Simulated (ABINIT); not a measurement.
Runs of ABINIT 10.8.3 (patched build) on CuO (Tenorite). The structure is monoclinic, space group C2/c (No. 15). Conventional cell: a = 4.684 Å, b = 3.423 Å, c = 5.129 Å, α = 90.00°, β = 99.54°, γ = 90.00°. Cu (site symmetry -1) is surrounded by 4 O at 1.95 to 1.96 Å. O (site symmetry 2) has 4 Cu at 1.95 to 1.96 Å as nearest neighbours. 

```tsv
task	level	potentials or basis	k mesh	cutoff (eV)	bands in the sums	broadening (eV)	scissor shift (eV)	tensor components	fine-grid cutoff	gap on the mesh (eV)	pressure (GPa)	largest force (eV/Å)
optical spectrum	PBE	PseudoDojo NC SR PBE v0.4.1 standard	12 × 12 × 6	1252	31	0.15	0	11 × 22 × 33	-	none	5.5	0.28
positron lifetime	PBEsol	JTH PAW PBE v2.0	7 × 7 × 4	490	-	-	-	-	979.61 eV	none	-	0.36
single point	PBE	PseudoDojo NC SR PBE v0.4.1 standard	8 × 8 × 4	1252	-	-	-	-	-	none	5.5	0.29
single point	PBE	SG15 NC PBE v1.2	8 × 8 × 4	1088	-	-	-	-	-	none	5.3	(a)
optical spectrum	PBEsol	PseudoDojo NC SR PBEsol v0.4 stringent	12 × 12 × 6	1306	31	0.15	0	11 × 22 × 33	-	none	-3.7	0.37
positron lifetime	LDA	JTH PAW LDA v2.0	7 × 7 × 4	490	-	-	-	-	979.61 eV	none	-	(b)
single point	LDA	PseudoDojo NC SR LDA v0.4.1 standard	8 × 8 × 4	1252	-	-	-	-	-	none	-9.7	0.49
single point	PBE	Ansatz NC PBE	8 × 8 × 4	1252	-	-	-	-	-	none	(d)	(c)
```

Alike in all rows: no spin polarisation; cell as given; smearing fermi-dirac 0.05 eV.

Problem. Estimate the missing entries.

Solution. (a) 0.26; (b) 0.48; (c) 0.27; (d) 5.7.

Caveats: the run has no spin polarisation, though such a crystal can be magnetic; semilocal functionals often make such compounds metallic where correlation or magnetic order opens a gap, which also shifts bond lengths; the intraband (Drude) term is left out (some runs); spectra need much finer meshes, so this one isn't converged (some runs); the PAW basis is incomplete for the positron (some runs); the PAW data sets were made with another functional, which shifts forces and pressure a little (some runs).

A k mesh can miss the band edges.

A gap of «none» marks a metal or a gap under the smearing width.

Not every run made on this cell is shown here.
